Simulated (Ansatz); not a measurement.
# Course of a relaxation: Be

A trial structure of Be was built thus: random cell by space group and Wyckoff sites (P4/mmm, No. 123). The dimensions are guesses.

```
Be
1.0
     2.65709    0.00000    0.00000
     0.00000    2.65709    0.00000
     0.00000    0.00000    2.31327
Be
1
Direct
  0.50000 0.50000 0.00000
```

The calculation used Ansatz, DFT PBE, scalar-relativistic, plane waves, PAW. Cutoff 420 eV, Gaussian smearing, Γ-centred meshes. Cell and atoms relax first on a coarse mesh and then on a finer one. In between, the cell is made exact in the group found at 0.06 Å. In metals the finer mesh still leaves noise of several meV/atom or more. The steps can't lower the symmetry of their start. No spin polarisation.

Steps on the 6×6×8 mesh (1 atom, 8 steps). The free energy counts from the last step; the plane-wave basis is renewed at times, which shifts energy and pressure.

| step | ΔF (meV/atom) | V (Å³/atom) | P (GPa) |
| --- | --- | --- | --- |
| 1 | 403.1 | 16.33 | -15.61 |
| 2 | 199.0 | 14.11 | -13.46 |
| 3 | 59.7 | 12.17 | -8.89 |
| 4 | 0.6 | 10.47 | -0.67 |
| 5 | 0.7 | 10.28 | 0.36 |
| 6 | -0.1 | 10.37 | -0.22 |
| 7 | -0.2 | 10.35 | -0.02 |
| 8 | 0.0 | 10.35 | -0.04 |

The relaxed structure, after a last relaxation on the converged mesh:

```yaml
crystal:
  lattice:
    - [2.23274, 0.00000, 0.00000]
    - [0.00000, 2.23274, 0.00000]
    - [0.00000, 0.00000, 2.06565]
  atoms:
    - { symbol: Be, position: [0.50000, 0.50000, 0.00000] }
```

The symmetry stays P4/mmm (No. 123). The volume per atom shrinks by 36.9 %, from 16.3 to 10.3 Å³. The shortest distance goes from 2.31 Å (Be–Be) to 2.07 Å (Be–Be). The energy falls by about 0.37 eV/atom (the start's value is from the coarse mesh). Be is surrounded by 2 Be at 2.07 Å and 4 Be at 2.23 Å.

```
Volume per atom                             : 10.30 Å³
Density                                     : 1.45 g/cm³
Energy over the standard state              : +1.00 eV/atom
Gap on the 24×24×26 mesh of the 1-atom cell : 0 eV (a metal)
```

Energies count from the standard state of Be at the same level.

The last run used Gaussian smearing of 0.10 eV. A later test with randomly moved atoms led to a structure 960 meV/atom lower, so this end is a saddle point or a shallow minimum. In all, the 3 runs took 30 s on 1 thread of Intel(R) Xeon(R) Platinum 8488C (Sapphire Rapids), with other jobs on the host.
